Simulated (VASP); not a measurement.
# In (I4/mmm) in VASP: a series of runs

The runs below take In through relaxation of cell and atoms, with PBE.

Everything below comes from runs of VASP 6.6.1. Logs are shortened: lines on timing, memory, paths and dates and some standing lists are left out, and cuts for length are marked.

## 1. The structure

Symmetry: I4/mmm, No. 139, tetragonal system. Conventional cell: a = 3.251 Å, b = 3.251 Å, c = 4.947 Å, α = 90.00°, β = 90.00°, γ = 90.00°. In (site symmetry 4/mmm) is surrounded by 12 In at 3.25 to 3.38 Å.

## 2. Relaxation of cell and atoms, PBE

Contents of INCAR:

```
SYSTEM = In
  PREC = Accurate
  ENCUT = 300
  EDIFF = 1E-6
  ISMEAR = 1
  SIGMA = 0.1
  LREAL = .FALSE.
  LASPH = .TRUE.
  NELM = 80
  ALGO = Normal
  ISIF = 3
  LWAVE = .FALSE.
  LCHARG = .FALSE.
  GGA = PE
  IBRION = 2
  NSW = 90
  EDIFFG = -0.01
```

Contents of KPOINTS:

```
regular mesh
0
G
  8 8 8
  0 0 0
```

Contents of POSCAR:

```
In
1.0
   -1.6254700000      1.6254700000      2.4737000000
    1.6254700000     -1.6254700000      2.4737000000
    1.6254700000      1.6254700000     -2.4737000000
In
1
Direct
    0.0000000000      0.0000000000      0.0000000000
```

Potentials or basis: VASP PAW PBE potentials, release 64 (In).

The run is started by

```sh
$ cat potpaw_PBE.64/In/POTCAR > POTCAR
$ mpirun -np 1 vasp_std > vasp.out
```

OUTCAR:

```text
SYSTEM = In
   PREC = Accurate
   ENCUT = 300
   EDIFF = 1E-6
   ISMEAR = 1
   LREAL = .FALSE.
   LASPH = .TRUE.
   NELM = 80
   ISIF = 3
   GGA = PE
   IBRION = 2
   NSW = 90
   EDIFFG = -0.01

 ion  position               nearest neighbor table
   1  0.000  0.000  0.000-

  LATTYP: Found a body centered tetragonal cell.
 ALAT       =     3.2509400000
 C/A-ratio  =     1.5218367611

  Lattice vectors:

 A1 = (  -1.6254700000,   1.6254700000,   2.4737000000)
 A2 = (   1.6254700000,  -1.6254700000,   2.4737000000)
 A3 = (   1.6254700000,   1.6254700000,  -2.4737000000)

Analysis of symmetry for initial positions (statically):
=====================================================================
 Subroutine PRICEL returns:
 Original cell was already a primitive cell.

 Routine SETGRP: Setting up the symmetry group for a
 body centered tetragonal supercell.

 Subroutine GETGRP returns: Found 16 space group operations
 (whereof 16 operations were pure point group operations)
 out of a pool of 16 trial point group operations.

The static configuration has the point symmetry D_4h.

Analysis of symmetry for dynamics (positions and initial velocities):
=====================================================================
 Subroutine PRICEL returns:
 Original cell was already a primitive cell.

 Routine SETGRP: Setting up the symmetry group for a
 body centered tetragonal supercell.

 Subroutine GETGRP returns: Found 16 space group operations
 (whereof 16 operations were pure point group operations)
 out of a pool of 16 trial point group operations.

The dynamic configuration has the point symmetry D_4h.

 Subroutine INISYM returns: Found 16 space group operations
 (whereof 16 operations are pure point group operations),
 and found     1 'primitive' translations

----------------------------------------------------------------------------------------

                                     Primitive cell

  volume of cell :      26.1436

  direct lattice vectors                    reciprocal lattice vectors
    -1.625470000  1.625470000  2.473700000     0.000000000  0.307603339  0.202126369
     1.625470000 -1.625470000  2.473700000     0.307603339  0.000000000  0.202126369
     1.625470000  1.625470000 -2.473700000     0.307603339  0.307603339  0.000000000

  length of vectors
     3.376906444  3.376906444  3.376906444     0.368069129  0.368069129  0.435016814

  position of ions in fractional coordinates (direct lattice)
     0.000000000  0.000000000  0.000000000

  ion indices of the primitive-cell ions
   primitive index   ion index
                 1           1

----------------------------------------------------------------------------------------

 KPOINTS: regular mesh

Automatic generation of k-mesh.
 Grid dimensions read from file:
 generate k-points for:    8    8    8

 Generating k-lattice:

  Cartesian coordinates                     Fractional coordinates (reciprocal lattice)
     0.000000000  0.038450417  0.025265796     0.125000000  0.000000000 -0.000000000
     0.038450417  0.000000000  0.025265796     0.000000000  0.125000000 -0.000000000
     0.038450417  0.038450417  0.000000000     0.000000000  0.000000000  0.125000000

  Length of vectors
     0.046008641  0.046008641  0.054377102

  Shift w.r.t. Gamma in fractional coordinates (k-lattice)
     0.000000000  0.000000000  0.000000000

 Subroutine IBZKPT returns following result:
 ===========================================

 Found     59 irreducible k-points:

 Following reciprocal coordinates:
            Coordinates               Weight
  0.000000  0.000000  0.000000      1.000000
  0.125000  0.000000 -0.000000      8.000000
  0.250000  0.000000 -0.000000      8.000000
  0.375000  0.000000 -0.000000      8.000000
  0.500000  0.000000 -0.000000      4.000000
  0.125000  0.125000 -0.000000      8.000000
[... 16 lines left out ...]
  0.250000  0.125000  0.125000     16.000000
  0.375000  0.125000  0.125000      8.000000
 [... further k-points ...]
   k-points           NKPTS =     59   k-points in BZ     NKDIM =     59   number of bands    NBANDS=      5
   number of dos      NEDOS =    301   number of ions     NIONS =      1
   total plane-waves  NPLWV =   8000
   dimension x,y,z NGX =    20 NGY =   20 NGZ =   20
   dimension x,y,z NGXF=    40 NGYF=   40 NGZF=   40
   ions per type =               1
   NGX,Y,Z   is equivalent  to a cutoff of   9.85,  9.85,  9.85 a.u.
   NGXF,Y,Z  is equivalent  to a cutoff of  19.69, 19.69, 19.69 a.u.
 SYSTEM =  In
   PREC   = accura    normal or accurate (medium, high low for compatibility)
   ISTART =      0    job   : 0-new  1-cont  2-samecut
   ICHARG =      2    charge: 1-file 2-atom 10-const
   ISPIN  =      1    spin polarized calculation?
   LNONCOLLINEAR =      F non collinear calculations
   LSORBIT =      F    spin-orbit coupling
   LASPH  =      T    aspherical Exc in radial PAW
   ENCUT  =  300.0 eV  22.05 Ry    4.70 a.u.   4.77  4.77  4.77*2*pi/ulx,y,z
   NELM   =     80;   NELMIN=  2; NELMDL= -5     # of ELM steps
   EDIFF  = 0.1E-05   stopping-criterion for ELM
   LREAL  =      F    real-space projection
   EDIFFG = -.1E-01   stopping-criterion for IOM
   NSW    =     90    number of steps for IOM
   IBRION =      2    ionic relax: 0-MD 1-quasi-New 2-CG
   NFREE  =      1    steps in history (QN), initial steepest desc. (CG)
   ISIF   =      3    stress and relaxation
   ISYM   =      2    0-nonsym 1-usesym 2-fastsym
   POTIM  = 0.5000    time-step for ionic-motion
   TEBEG  =    0.0;   TEEND  =   0.0 temperature during run
   PSTRESS=    0.0 pullay stress
   NELECT =       3.0000    total number of electrons
   NUPDOWN=      -1.0000    fix difference up-down
   EMIN   =  10.00;   EMAX   =-10.00  energy-range for DOS
   EFERMI =   0.00;   METHOD = LEGACY
   ISMEAR =     1;   SIGMA  =   0.10  broadening in eV -4-tet -1-fermi 0-gaus
   EFERMI_NEDOS =   21; number of points for ismear=-14 and -15
   IALGO  =     38    algorithm
   IMIX   =      4    mixing-type and parameters
     AMIX     =   0.40;   BMIX     =  1.00
     AMIX_MAG =   1.60;   BMIX_MAG =  1.00
  volume/ion in A,a.u.               =      26.14       176.43
  Fermi-wavevector in a.u.,A,eV,Ry     =   0.795537  1.503347  8.610839  0.632879
  Thomas-Fermi vector in A             =   1.901884
   LORBIT       =      0    0 simple, 1 ext, 2 COOP (PROOUT), +10 PAW based schemes
   GGA     = PE    functional components
   LHFCALC =     F    Hartree Fock is set to
   AEXX    =    0.0000 exact exchange contribution
   IVDW    =     0    specifies the selected vdW correction
   LEPSILON=     F    determine dielectric tensor
   LRPA    =     F    only Hartree local field effects (RPA)
 conjugate gradient relaxation of ions
 non-spin polarized calculation
 Methfessel and Paxton  Order N= 1 SIGMA  =   0.10
  energy-cutoff  :      300.00
  volume of cell :       26.14
 maximum number of plane-waves:       334
   NGX =  9   NGY =  9   NGZ =  9

--------------------------------------- Ionic step        1  -------------------------------------------

 number of electron       3.0000000 magnetization

 Free energy of the ion-electron system (eV)
  ---------------------------------------------------
  ext. energy  EPLUGINS =         0.00000000
  ---------------------------------------------------
  free energy    TOTEN  =        -2.54401259 eV

  energy without entropy =       -2.54431222  energy(sigma->0) =       -2.54411247

------------------------ aborting loop because EDIFF is reached ----------------------------------------

  FORCE on cell =-STRESS in cart. coord.  units (eV):
  Direction    XX          YY          ZZ          XY          YZ          ZX
  --------------------------------------------------------------------------------------
  -------------------------------------------------------------------------------------
  Total        0.0777450      0.0777450      0.8031997      0.0000000      0.0000000      0.0000000
  in kB        4.7645061      4.7645061     49.2231243      0.0000000      0.0000000      0.0000000
  external PRESSURE =      19.5840455 kB  Pullay stress =       0.0000000 kB
[... 86 lines left out ...]
  FREE ENERGIE OF THE ION-ELECTRON SYSTEM (eV)
  ---------------------------------------------------
  free  energy   TOTEN  =        -2.5653660077 eV

  energy  without entropy=       -2.5657342366  energy(sigma->0) =       -2.56548875

[... ionic steps 4 to 10 ...]

--------------------------------------- Ionic step       11  -------------------------------------------

 number of electron       3.0000000 magnetization

 E-fermi :   4.7197     XC(G=0):  -9.5927

 val. band max:        4.7062270760   @ k =   0.2500   0.2500   0.2500
 cond. band min:       4.7724713179   @ k =  -0.2500   0.2500   0.2500
 fundamental gap:      0.0662442419
 Fermi energy:         4.7196963139

 k-point     1 :       0.0000    0.0000    0.0000
  band No.  band energies     occupation
      1      -4.6285      2.00000
      2      14.8976      0.00000
      3      14.9102      0.00000
      4      14.9102      0.00000
      5      16.3862      0.00000

 k-point     2 :       0.1250    0.0000   -0.0000
  band No.  band energies     occupation
      1      -4.2931      2.00000
      2      11.8798      0.00000
      3      13.8329      0.00000
      4      14.6890      0.00000
      5      15.7324      0.00000
[... 169 lines left out ...]
 k-point    24 :       0.3750    0.1250    0.1250
  band No.  band energies     occupation
      1       1.2790      2.00000
      2       2.5273      2.00000
      3       9.3157      0.00000
      4      10.0369      0.00000
      5      13.1797      0.00000

 [... further k-points ...]

------------------------ aborting loop because EDIFF is reached ----------------------------------------

  FORCE on cell =-STRESS in cart. coord.  units (eV):
  Direction    XX          YY          ZZ          XY          YZ          ZX
  --------------------------------------------------------------------------------------
  -------------------------------------------------------------------------------------
  Total        0.0316264      0.0316264      0.0701464      0.0000000      0.0000000      0.0000000
  in kB        1.8626216      1.8626216      4.1312449      0.0000000      0.0000000      0.0000000
  external PRESSURE =       2.6188294 kB  Pullay stress =       0.0000000 kB
[... 55 lines left out ...]
  energy  without entropy=       -2.5737532300  energy(sigma->0) =       -2.57379083

--------------------------------------- Ionic step       13  -------------------------------------------

 number of electron       3.0000000 magnetization

 Free energy of the ion-electron system (eV)
  ---------------------------------------------------
  ext. energy  EPLUGINS =         0.00000000
  ---------------------------------------------------
  free energy    TOTEN  =        -2.57385358 eV

  energy without entropy =       -2.57374137  energy(sigma->0) =       -2.57381618

 E-fermi :   4.6214     XC(G=0):  -9.5553

 val. band max:        4.6208394156   @ k =  -0.2500   0.2500   0.2500
 cond. band min:       4.6495415768   @ k =   0.2500   0.2500   0.2500
 fundamental gap:      0.0287021612
 Fermi energy:         4.6214243195

 k-point     1 :       0.0000    0.0000    0.0000
  band No.  band energies     occupation
      1      -4.6463      2.00000
      2      14.6633      0.00000
      3      14.7676      0.00000
      4      14.7676      0.00000
      5      16.3229      0.00000

 k-point     2 :       0.1250    0.0000   -0.0000
  band No.  band energies     occupation
      1      -4.3128      2.00000
      2      11.7649      0.00000
      3      13.6205      0.00000
      4      14.5678      0.00000
      5      15.5542      0.00000
[... 169 lines left out ...]
 k-point    24 :       0.3750    0.1250    0.1250
  band No.  band energies     occupation
      1       1.2177      2.00000
      2       2.4879      2.00000
      3       9.2615      0.00000
      4       9.9375      0.00000
      5      13.0118      0.00000

 [... further k-points ...]

------------------------ aborting loop because EDIFF is reached ----------------------------------------

  FORCE on cell =-STRESS in cart. coord.  units (eV):
  Direction    XX          YY          ZZ          XY          YZ          ZX
  --------------------------------------------------------------------------------------
  -------------------------------------------------------------------------------------
  Total       -0.0075698     -0.0075698      0.0073395      0.0000000     -0.0000000      0.0000000
  in kB       -0.4419406     -0.4419406      0.4284963      0.0000000     -0.0000000      0.0000000
  external PRESSURE =      -0.1517950 kB  Pullay stress =       0.0000000 kB
[... 16 lines left out ...]
  FREE ENERGIE OF THE ION-ELECTRON SYSTEM (eV)
  ---------------------------------------------------
  free  energy   TOTEN  =        -2.5738535847 eV

  energy  without entropy=       -2.5737413738  energy(sigma->0) =       -2.57381618

 reached required accuracy - stopping structural energy minimisation
```

It took 14 s on 1 thread of Intel Xeon 6975P-C (Granite Rapids), shared host; peak memory 0.13 GiB.

What came out:

* Free energy: -2.5739 eV
* Relaxed volume: 27.44 Å³/atom
* Relaxed cell: a = 3.511 Å, b = 3.511 Å, c = 3.511 Å, α = 125.86°, β = 125.86°, γ = 80.13°
* Space group after relaxing (to 0.05 Å): I4/mmm (No. 139)
* Energy gained by relaxing: 29.8 meV/atom
* Ionic steps: 13
* Pressure after relaxing: 0.0 GPa
* Band gap on the k mesh: none (metal or under the smearing width)

Stress tensor (GPa, compression positive):
```
-0.04  0.00  0.00
 0.00 -0.04  0.00
 0.00  0.00  0.04
```

The path:
```tsv
step	energy change (eV)	largest force (eV/Å)	pressure (GPa)	volume (Å³)
1	0.0000	0.0000	1.96	26.14
2	-0.0201	0.0000	-0.07	27.36
3	-0.0214	0.0000	-1.44	28.48
4	-0.0223	0.0000	-1.07	28.12
5	-0.0225	0.0000	-0.82	27.91
6	-0.0279	0.0000	-0.22	27.52
7	-0.0279	0.0000	1.01	26.81
8	-0.0293	0.0000	0.49	27.07
9	-0.0294	0.0000	0.07	27.31
10	-0.0295	0.0000	0.28	27.19
11	-0.0295	0.0000	0.26	27.20
12	-0.0298	0.0000	0.07	27.36
13	-0.0298	0.0000	-0.02	27.44
```

Final structure:
```yaml
crystal:
  lattice:
    - [-1.59788, 1.59788, 2.68708]
    - [1.59788, -1.59788, 2.68708]
    - [1.59788, 1.59788, -2.68708]
  atoms:
    - { symbol: In, position: [0.00000, 0.00000, 0.00000] }
```

Levels at points of the mesh, in eV from the Fermi level:
| k point | band 1 | band 2 | band 3 | band 4 |
| --- | --- | --- | --- | --- |
| (0.00, 0.00, 0.00) | -9.27 | 10.04 | 10.15 | 10.15 |
| (0.50, 0.00, 0.00) | -4.31 | -3.19 | 5.97 | 9.26 |
| (0.50, 0.50, 0.00) | -1.51 | -1.20 | 2.79 | 3.87 |
| (0.50, 0.50, 0.50) | -4.11 | -3.01 | 5.53 | 5.53 |

PBE usually gives volumes a little too large and moduli too small. Zero-point motion and thermal expansion aren't in these numbers.

(Part 1 of 2 ends here.)
